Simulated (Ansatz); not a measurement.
# InP: band gap under strain

How does strain move the band edges of InP built on the zincblende prototype, and do the functionals agree on it? States: -1.8 % strain along x alone; +4.8 % equal strain in all directions; -1.6 % biaxial strain in x and y, z held.

Program: Ansatz 0.2.0. PAW datasets, plane waves. Computed at 0 K without zero-point motion; spin polarisation is off.

### Step 1. The cell

The unstrained cell was relaxed with r2SCAN; in each strained cell the atoms were relaxed again with r2SCAN. Names of k-points are those of the unstrained zone, where strain can split equivalent points. First state: -1.8 % strain along x alone.

It is tetragonal, I-4m2 (No. 119); conventional cell a = 4.177 Å, c = 5.801 Å, 25.30 Å³ an atom. In has 4 P at 2.54 Å; P has 4 In at 2.54 Å.

Coordinates:

```
CELL_PARAMETERS angstrom
0.00000 2.95379 2.95379
2.90032 0.00000 2.95379
2.90032 2.95379 0.00000
ATOMIC_POSITIONS crystal
In 0.00000 0.00000 0.00000
P 0.25000 0.25000 0.25000
```

### Step 2. -1.8 % strain along x alone: PBE

File input.yaml:

```yaml
crystal:
  lattice:
    - [0.0, 2.953787637, 2.953787637]
    - [2.9003240808, 0.0, 2.953787637]
    - [2.9003240808, 2.953787637, 0.0]
  atoms:
    - { symbol: In, position: [0.0, 0.0, 0.0] }
    - { symbol: P, position: [0.25, 0.25, 0.25] }
kpoints:
  mp_grid: { grid: [8, 8, 8] }
  band_path:
    path:
      - [0.0, 0.0, 0.0]
      - [-0.5, -0.5, 0.0]
      - [-0.375, -0.375, 0.25]
      - [-0.375, 0.0, 0.375]
      - [0.0, 0.0, 0.5]
      - [-0.5, -0.25, 0.25]
    npoints: 1
hamiltonian:
  xc: pbe
scf:
  occupations: { method: fermi_dirac, width: 0.02 }
  n_extra_bands: 4
output:
  forces: true
  stress: true
  eigenvalues: true
```

The runs that follow: -1.8 % strain along x alone: r2SCAN; -1.8 % strain along x alone: HSE06; +4.8 % equal strain in all directions: PBE; +4.8 % equal strain in all directions: r2SCAN; +4.8 % equal strain in all directions: HSE06; -1.6 % biaxial strain in x and y, z held: PBE; -1.6 % biaxial strain in x and y, z held: r2SCAN; -1.6 % biaxial strain in x and y, z held: HSE06.

Q: Predict the outcome of this session.

**Answer**, as computed:

Least gap in eV (negative: overlap):

```
                                   state   PBE  r2SCAN  HSE06
             -1.8 % strain along x alone  0.63    1.07   1.41
   +4.8 % equal strain in all directions  0.00    0.22   0.49
-1.6 % biaxial strain in x and y, z held  0.74    1.19   1.53
```

What this shows: In PBE the gap is least under +4.8 % equal strain in all directions (0.00 eV) and largest under -1.6 % biaxial strain in x and y, z held (0.74 eV). Under +4.8 % equal strain in all directions PBE gives no gap, or under 0.02 eV, while HSE06 has one. Spin-orbit coupling is left out of the table, though the cell holds In (Z = 49); in an element this heavy it can shift bands and gaps by tenths of an eV.
